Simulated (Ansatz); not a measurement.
**ZnS: relaxed-ion elastic tensor**

The calculation used Ansatz 0.2.0, DFT PBE, scalar-relativistic, plane waves, PAW. Plane waves to 420 eV; Γ-centred k mesh 4×4×8; fixed occupations. No spin polarisation.

Equilibrium structure at this level:
```
CELL_PARAMETERS angstrom
6.63025 0.00000 0.00000
0.00000 6.63025 0.00000
0.00000 0.00000 3.86152
ATOMIC_POSITIONS crystal
Zn 0.67517 0.67517 0.00000
Zn 0.17517 0.82483 0.50000
Zn 0.82483 0.17517 0.50000
Zn 0.32483 0.32483 0.00000
S 0.81429 0.81429 0.50000
S 0.18571 0.18571 0.50000
S 0.68571 0.31429 0.00000
S 0.31429 0.68571 0.00000
```

The cell was found from a structure generator's guess, not taken from experiment.

(1) Give the relaxed-ion elastic constants (GPa, Voigt order xx yy zz yz xz xy, on the Cartesian axes of the cell above).

(2) Is the crystal stable against homogeneous strain?

(3) And the moduli of a polycrystal (Hill averages)?

## Answers

(1)
```
 84.2  50.4  47.2   0.0   0.0   0.0
 50.4  84.2  47.2   0.0   0.0   0.0
 47.2  47.2 125.9   0.0   0.0   0.0
  0.0   0.0   0.0  25.5   0.0   0.0
  0.0   0.0   0.0   0.0  25.5   0.0
  0.0   0.0   0.0   0.0   0.0  24.0
```

(2) Yes: the least eigenvalue of the tensor is 24.0 GPa.

(3) B = 64 GPa, G = 24 GPa, E = 65 GPa, ν = 0.33.
